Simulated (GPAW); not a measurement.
# ZnSe (Stilleite) (F-43m) in GPAW: further runs, part 2 of 2

GPAW 26.7.0.

## Step 4: Band structure, RPBE, spin-orbit coupling, no magnetisation

run.py

```python
import numpy as np
from ase.dft.bandgap import bandgap
from ase.io import read, write
from ase.units import GPa
from gpaw import GPAW, PW
from gpaw.spinorbit import soc_eigenstates

atoms = read('POSCAR')

calc = GPAW(mode=PW(600),
            xc='RPBE',
            kpts={'size': (7, 7, 7), 'gamma': True},
            occupations={'name': 'fermi-dirac', 'width': 0.05},
            nbands=18,
            convergence={'density': 1e-05, 'energy': 1e-05},
            maxiter=150,
            txt='gpaw.txt')
atoms.calc = calc
energy = atoms.get_potential_energy()
forces = atoms.get_forces()
stress = atoms.get_stress()
calc.write('gs.gpw')
write('result.traj', atoms)
print(f'Energy: {energy:.6f} eV')
print('Forces (eV/A):')
print(forces.round(4))
print('Stress (GPa):', (stress / GPa).round(3))
print('Fermi level:', round(calc.get_fermi_level(), 4), 'eV')
print(f'Gap: {bandgap(calc)[0]:.4f} eV, direct: {bandgap(calc, direct=True)[0]:.4f} eV')

path = atoms.cell.bandpath('GXWKGLUWLK,UX', npoints=100, eps=1e-4)
bs_calc = calc.fixed_density(kpts=path, symmetry='off', nbands=29,
                             convergence={'bands': 'CBM+6.0', 'eigenstates': 1e-6}, txt='bands.txt')
bs = bs_calc.band_structure()
bs.write('bs.json')
print(f'Gap on the path: {bandgap(bs_calc)[0]:.4f} eV')

soc = soc_eigenstates(bs_calc, theta=90, phi=45)
np.savetxt('soc_bands.dat', soc.eigenvalues(), fmt='%.4f')
mesh = soc_eigenstates('gs.gpw', theta=90, phi=45)
np.savetxt('soc_mesh.dat', mesh.eigenvalues(), fmt='%.4f')
print('Fermi level with spin-orbit coupling:', round(mesh.fermi_level, 4), 'eV')
```

POSCAR

```
ZnSe
1.0
    0.0000000000      2.8338000000      2.8338000000
    2.8338000000      0.0000000000      2.8338000000
    2.8338000000      2.8338000000      0.0000000000
Se Zn
1 1
Direct
    0.7500000000      0.7500000000      0.7500000000
    0.0000000000      0.0000000000      0.0000000000
```

Potentials or basis: the program's PAW data sets (release 1.2.1) made for this functional, pw.

Launch:

```sh
> OMP_NUM_THREADS=1 python run.py
```

gpaw.txt:

```text
__  _  _
 | _ |_)|_||  |
 |__||  | ||/\| - 26.7.0

Input parameters:
  mode=PW(ecut=600.0),
  convergence={'density': 1e-05, 'energy': 1e-05},
  kpts=MonkhorstPack(size=(7, 7, 7), gamma=True),
  maxiter=150,
  nbands=18,
  occupations=Occupations(name='fermi-dirac', width=0.05),
  xc=XC(name='RPBE')

Diagonalizing LCAO Hamiltonian
Converting LCAO to pw mode

                    Se

       Zn

Atoms  # Å, Bohr magnetons
|   | symbol |        x |        y |        z |    initial magnetic moments |
|---|--------|----------|----------|----------|-----------------------------|
| 0 |     Se | 4.250700 | 4.250700 | 4.250700 | ( 0.0000,  0.0000,  0.0000) |
| 1 |     Zn | 0.000000 | 0.000000 | 0.000000 | ( 0.0000,  0.0000,  0.0000) |

Unit cell  # Å
| periodic |        x |        y |        z |  lengths |    angles |
|----------|----------|----------|----------|----------|-----------|
|      yes | 0.000000 | 2.833800 | 2.833800 | 4.007598 | 60.000000 |
|      yes | 2.833800 | 0.000000 | 2.833800 | 4.007598 | 60.000000 |
|      yes | 2.833800 | 2.833800 | 0.000000 | 4.007598 | 60.000000 |

Number of symmetries: 24
Symmetry operations  # r_c * U_cc + t_c -> r_c
|    | kind |            matrix            |
|----|------|------------------------------|
|  0 |  E   |  1, 0, 0,  0, 1, 0,  0, 0, 1 |
|  1 |  σ   |  1, 0, 0,  0, 0, 1,  0, 1, 0 |
|  2 |  σ   |  1, 0,-1,  0, 1,-1,  0, 0,-1 |
|  3 |  C3  |  1, 0,-1,  0, 0,-1,  0, 1,-1 |
|  4 |  C3  |  1,-1, 0,  0,-1, 1,  0,-1, 0 |
|  5 |  σ   |  1,-1, 0,  0,-1, 0,  0,-1, 1 |
|  6 |  σ   |  0, 1, 0,  1, 0, 0,  0, 0, 1 |
|  7 |  C3  |  0, 1, 0,  0, 0, 1,  1, 0, 0 |
|  8 |  C2  |  0, 1,-1,  1, 0,-1,  0, 0,-1 |
|  9 |  S4  |  0, 1,-1,  0, 0,-1,  1, 0,-1 |
| 10 |  C3  |  0, 0, 1,  1, 0, 0,  0, 1, 0 |
| 11 |  σ   |  0, 0, 1,  0, 1, 0,  1, 0, 0 |
| 12 |  S4  |  0, 0,-1,  1, 0,-1,  0, 1,-1 |
| 13 |  C3  |  0, 0,-1,  0, 1,-1,  1, 0,-1 |
| 14 |  S4  |  0,-1, 1,  1,-1, 0,  0,-1, 0 |
| 15 |  C2  |  0,-1, 1,  0,-1, 0,  1,-1, 0 |
| 16 |  C3  |  0,-1, 0,  1,-1, 0,  0,-1, 1 |
| 17 |  S4  |  0,-1, 0,  0,-1, 1,  1,-1, 0 |
| 18 |  S4  | -1, 1, 0, -1, 0, 1, -1, 0, 0 |
| 19 |  C3  | -1, 1, 0, -1, 0, 0, -1, 0, 1 |
| 20 |  C3  | -1, 0, 1, -1, 1, 0, -1, 0, 0 |
| 21 |  S4  | -1, 0, 1, -1, 0, 0, -1, 1, 0 |
| 22 |  σ   | -1, 0, 0, -1, 1, 0, -1, 0, 1 |
| 23 |  C2  | -1, 0, 0, -1, 0, 1, -1, 1, 0 |

BZ-sampling:
  Number of BZ points: 343
  Number of IBZ points: 20

  Monkhorst-Pack size: [7, 7, 7]
  Monkhorst-Pack shift: [0, 0, 0]

K-points  # in reciprocal-cell coordinates
|     |                                coordinates |     weight |
|-----|--------------------------------------------|------------|
|   0 | (  0.00000000,   0.00000000,   0.00000000) | 0.00291545 |
|   1 | (  0.14285714,   0.14285714,   0.00000000) | 0.01749271 |
|   2 | (  0.14285714,   0.14285714,   0.14285714) | 0.02332362 |
|   3 | (  0.28571429,   0.14285714,   0.14285714) | 0.03498542 |
|   4 | (  0.28571429,   0.28571429,   0.00000000) | 0.01749271 |
|   5 | (  0.28571429,   0.28571429,   0.14285714) | 0.06997085 |
|   6 | (  0.28571429,   0.28571429,   0.28571429) | 0.02332362 |
|   7 | (  0.42857143,  -0.28571429,  -0.28571429) | 0.03498542 |
|   8 | (  0.42857143,   0.28571429,  -0.42857143) | 0.13994169 |
|   9 | (  0.42857143,   0.28571429,  -0.28571429) | 0.06997085 |
| ... |                                            |            |
|  19 | (  0.42857143,   0.42857143,   0.42857143) | 0.02332362 |

Plane wave coefficients: 1532
Cutoff: 600.0 eV

Spin-components: 1 (collinear spins)
Bands:           18
Projectors:      11
Spin-degeneracy: 2
Datatype:        complex128

Parallelization:
  kpt:    1
  domain: 1
  band:   1

Density:
  Valence electrons: 18.0
  Components: 1
  Grid points: [24 24 24]
  Charge: 0.0  # |e|

Potential:
  Grid points: [24 24 24]

species:
  Se:
    name:    Selenium
    Z:       34.0
    valence: 6
    core:    28
    charge:  0.0  # [|e|]
    compensation charges:
      type: gauss
      rc: 0.27  # [Å]
      lmax: 2
    cutoffs:
      filter: 1.77  # [Å]
      core: 2.67  # [Å]
    projectors
    | kind |    occ | energy [eV] | rcut [Å] |
    |------|--------|-------------|----------|
    |   4s |  2.000 |     -17.221 |    0.847 |
    |   4p |  4.000 |      -6.481 |    1.005 |
    |    s |        |       9.991 |    0.847 |
    |    p |        |      20.730 |    1.005 |
    |    d |        |       0.000 |    0.847 |

    Using partial waves for Se as LCAO basis

  Zn:
    name:    Zinc
    Z:       30.0
    valence: 12
    core:    18
    charge:  0.0  # [|e|]
    compensation charges:
      type: gauss
      rc: 0.37  # [Å]
      lmax: 2
    cutoffs:
      filter: 2.14  # [Å]
      core: 2.28  # [Å]
    projectors
    | kind |    occ | energy [eV] | rcut [Å] |
    |------|--------|-------------|----------|
    |   4s |  2.000 |      -5.882 |    1.286 |
    |   4p |  0.000 |      -1.115 |    1.270 |
    |   3d | 10.000 |     -10.078 |    1.180 |
    |    s |        |      21.329 |    1.286 |
    |    p |        |      26.096 |    1.270 |
    |    d |        |      17.133 |    1.180 |

    Using partial waves for Zn as LCAO basis

Reference energy: -114977.003845  # eV

eigensolver:
  PPCG
  Converge bands: occupied
  niter=2

density mixing:
  MSR1-Mixer
  Pratt-step length: 0.05
  Maximum mixing coefficient: 0.75
  Old densities: 10
  SVD Regularization: 0.005
  Good broyden scale: 1.0
  Trust region scale: 1.0
  Backstep threshold: 4.0
  History deletion threshold: 6.0
  Fourier metric: weight=20.0, sigma=0.015

occupation numbers:
  Fermi-Dirac:
    width: 0.0500  # eV

poisson solver:
  ecut: 4800.0  # eV

xc functional:
  name: RPBE with 2 nearest neighbor stencil

convergence criteria:
- Maximum integral of absolute [dens]ity change: 1e-05 electrons / valence electron
- Maximum [total energy] change in last 3 cyles: 1e-05 eV / valence electron
- Maximum integral of absolute [eigenst]ate change: 4e-08 eV^2 / valence electron
maximum number of iterations: 150

SCF iterations
|iter     | |      energy | eigst |  dens |
|---------|-|-------------|-------|-------|
|iter:   1| |   -5.635823 | -0.18 |       |
|iter:   2| |   -5.579205 | -2.22 | -1.23 |
|iter:   3| |   -5.401421 | -1.62 | -1.27 |
|iter:   4| |   -5.404981 | -2.54 | -1.82 |
|iter:   5| |   -5.407088 | -3.47 | -2.27 |
|iter:   6| |   -5.407193 | -3.99 | -2.79 |
|iter:   7| |   -5.407257c| -4.72 | -3.35 |
|iter:   8| |   -5.407263c| -5.62 | -3.93 |
|iter:   9| |   -5.407263c| -7.55c| -4.75 |
|iter:  10| |   -5.407263c| -7.65c| -5.30c|

Converged in 10 steps
Energy contributions relative to reference atoms: (reference = -114977.003845)

Energy contributions:
  Kinetic:          13.909587
  Coulomb:         -11.706010
  Zero:             -0.046398
  External:          0.000000
  Xc:               -7.564442
  Entropy:          -0.000000
  Spinorbit:         0.000000
  ----------------------------
  Free energy:      -5.407263
  Extrapolated:     -5.407263

dipole moment: (-7.064172, -7.064172, -7.064172)  # |e|*Ang

Fermi level: 4.747
Eigenvalues  # (at kpt = [0.000, 0.000, 0.000])
| band index |      eig [eV] | occ [0-2] |
|------------|---------------|-----------|
|          0 |        -9.216 |     2.000 |
|          1 |        -2.509 |     2.000 |
|          2 |        -2.509 |     2.000 |
|          3 |        -2.509 |     2.000 |
|          4 |        -2.145 |     2.000 |
|          5 |        -2.145 |     2.000 |
[... 10 lines left out ...]
|         16 |        17.209 |     0.000 |
|         17 |        17.209 |     0.000 |

Gap: 1.464 eV
Transition (v -> c):
  (s=0, k=0, n=8, [0.00, 0.00, 0.00]) -> (s=0, k=0, n=9, [0.00, 0.00, 0.00])
No difference between direct/indirect transitions

Forces  # eV/Ang
|       x |       y |        z |
|---------|---------|----------|
| 0.00000 | 0.00000 |  0.00000 |  # Se   0
| 0.00000 | 0.00000 | -0.00000 |  # Zn   1

Stress tensor  # eV/Ang^3
|         x |         y |         z |
|-----------|-----------|-----------|
| -0.028221 | -0.000000 | -0.000000 |
| -0.000000 | -0.028221 |  0.000000 |
| -0.000000 |  0.000000 | -0.028221 |

# Writing to gs.gpw (mode='')
```

Wall time 46 s (1 thread of Intel Xeon 6975P-C (Granite Rapids), shared host); peak memory 0.3 GiB.

What came out:

```
Free energy             : -5.4073 eV
Pressure                : 4.5 GPa
Band gap on the k mesh  : 1.33 eV, direct
Band gap along the path : 1.33 eV, direct
```

Levels at the corners of the path, in eV from the valence-band top:
```tsv
point	band 14	band 15	band 16	band 17	band 18	band 19	band 20	band 21	band 22	band 23
Γ	-0.39	0.00	0.00	0.00	0.00	1.33	1.33	5.64	5.64	5.79
X	-4.83	-2.39	-2.39	-2.21	-2.21	3.00	3.00	3.44	3.44	10.73
W	-4.70	-2.97	-2.79	-2.74	-2.72	5.34	5.47	5.53	5.57	6.91
K	-4.74	-3.24	-3.12	-1.90	-1.90	3.58	3.58	5.51	5.62	9.04
Γ	-0.39	0.00	0.00	0.00	0.00	1.33	1.33	5.64	5.64	5.79
L	-5.30	-1.11	-1.11	-0.87	-0.87	2.54	2.54	6.29	6.29	6.35
U	-4.74	-3.24	-3.12	-1.90	-1.90	3.58	3.58	5.51	5.62	9.04
W	-4.70	-2.97	-2.79	-2.74	-2.72	5.34	5.47	5.53	5.57	6.91
L	-5.30	-1.11	-1.11	-0.87	-0.87	2.54	2.54	6.29	6.29	6.35
K	-4.74	-3.24	-3.12	-1.90	-1.90	3.58	3.58	5.51	5.62	9.04
U	-4.74	-3.24	-3.12	-1.90	-1.90	3.58	3.58	5.51	5.62	9.04
X	-4.83	-2.39	-2.39	-2.21	-2.21	3.00	3.00	3.44	3.44	10.73
```

Caveat: spin-orbit coupling was added after a scalar SCF, so levels and gaps hold it while energy, forces, pressure and moments don't; this program's spin-orbit splittings come out too wide for heavy elements.

## Step 5: Equation of state, BP86+D3(BJ)

run.py

```python
from ase.calculators.mixing import SumCalculator
from ase.eos import EquationOfState
from ase.io import Trajectory
from ase.spacegroup import crystal
from ase.units import GPa
from dftd3.ase import DFTD3
from gpaw import GPAW, PW, setup_paths

setup_paths.insert(0, '.')

# Se 4c
# Zn 4a
atoms = crystal(['Se', 'Zn'],
                basis=[[0.25, 0.25, 0.25],
                       [0.0, 0.0, 0.0]],
                spacegroup=216, setting=1,  # F-43m
                cellpar=[5.6676, 5.6676, 5.6676, 90.0, 90.0, 90.0],
                primitive_cell=True)

traj = Trajectory('eos.traj', 'w')
volumes, energies = [], []
for x in [0.94, 0.96, 0.98, 1.0, 1.02, 1.04, 1.06]:
    a = atoms.copy()
    a.set_cell(atoms.cell * x**(1 / 3), scale_atoms=True)
    calc = GPAW(mode=PW(600),
                xc='GGA_X_B88+GGA_C_P86',
                kpts={'size': (7, 7, 7), 'gamma': True},
                occupations={'name': 'fermi-dirac', 'width': 0.05},
                nbands=18,
                convergence={'density': 1e-05, 'energy': 1e-05},
                maxiter=150,
                txt=f'eos-{x:.2f}.txt')
    a.calc = SumCalculator([calc, DFTD3(method='bp', damping='d3bj')])
    energies.append(a.get_potential_energy())
    volumes.append(a.get_volume())
    p = -a.get_stress()[:3].mean() / GPa
    calc.write(f'eos-{x:.2f}.gpw')
    traj.write(a)
    print(f'{x:.2f} {volumes[-1]:10.4f} A^3 {energies[-1]:14.6f} eV {p:9.3f} GPa', flush=True)

v0, e0, B = EquationOfState(volumes, energies, eos='birchmurnaghan').fit()
print(f'V0 = {v0:.4f} A^3, E0 = {e0:.6f} eV, B0 = {B / GPa:.2f} GPa')
```

Potentials or basis: PAW data sets generated in the run's folder for this functional, pw.

Launch:

```sh
> gpaw-setup -f GGA_X_B88+GGA_C_P86 Se Zn
> OMP_NUM_THREADS=1 python run.py
```

It took 47 s on 1 thread of Intel Xeon 6975P-C (Granite Rapids), shared host; peak memory 0.26 GiB.

Results (log left out):

```
Equilibrium volume                      : 21.56 Å³/atom
Bulk modulus                            : 73 GPa
Pressure derivative of the bulk modulus : 4.6
```

Energy against volume, from the lowest point:
| volume (Å³/atom) | energy (meV/atom) |
| --- | --- |
| 21.391 | 0.00 |
| 21.846 | 0.53 |
| 22.301 | 5.11 |
| 22.757 | 13.31 |
| 23.212 | 24.68 |
| 23.667 | 38.91 |
| 24.122 | 55.67 |

## Step 6: Overview

```csv
task,level,potentials or basis,spin,band path,band points,spin axis theta (degrees),spin axis phi (degrees),soc after scf,gap on the mesh (eV),pressure (GPa),V0 of scaled cells (Å³/atom),B0 (GPa)
band structure,SOGGA,"PAW data sets generated in the run's folder for this functional, pw","SOC, no magnetisation","GXWKGLUWLK,UX",80,0,0,second variation,1.03,-1.3,-,-
equation of state,BLYP+D3(BJ),"PAW data sets generated in the run's folder for this functional, pw",off,-,-,-,-,-,-,-,22.48,64
band structure,RPBE,"the program's PAW data sets (release 1.2.1) made for this functional, pw","SOC, no magnetisation","GXWKGLUWLK,UX",100,90,45,second variation,1.33,4.5,-,-
equation of state,BP86+D3(BJ),"PAW data sets generated in the run's folder for this functional, pw",off,-,-,-,-,-,-,-,21.56,73
```

Alike in all rows: cell as given; k mesh 7 × 7 × 7; cutoff (eV) 600; smearing fermi-dirac 0.05 eV.

Caveats: spin-orbit coupling was added after a scalar SCF, so levels and gaps hold it while energy, forces, pressure and moments don't (some runs); this program's spin-orbit splittings come out too wide for heavy elements (some runs).

Absolute energies hang on the potentials; compare differences alone.

## Step 7: How close it comes

Step 2. Measured gap of ZnSe: 2.695 eV (an exciton energy, a little under the gap; 300 K; “Alloy Disordering Effects on the Thermal Conductivity and Energy Gap Temperature Dependence of Cd1−xZnxSe Ternary Crystals Grown by the Bridgman Method”, 2023, pmc:10253836). This calculation gives 1.03 eV (-1.66 eV). So large a miss can be the level of theory's own, or it may mean another phase, state or a wrong row. The value is that of SOGGA, without temperature or zero-point motion.

Step 4. A measured gap of ZnSe is 2.695 eV (an exciton energy, a little under the gap; 300 K; “Alloy Disordering Effects on the Thermal Conductivity and Energy Gap Temperature Dependence of Cd1−xZnxSe Ternary Crystals Grown by the Bridgman Method”, 2023, pmc:10253836); the calculated 1.33 eV misses it by -1.36 eV. So large a miss can be the level of theory's own, or it may mean another phase, state or a wrong row. The value is that of RPBE, without temperature or zero-point motion. Semilocal functionals fall short of measured gaps as a rule.
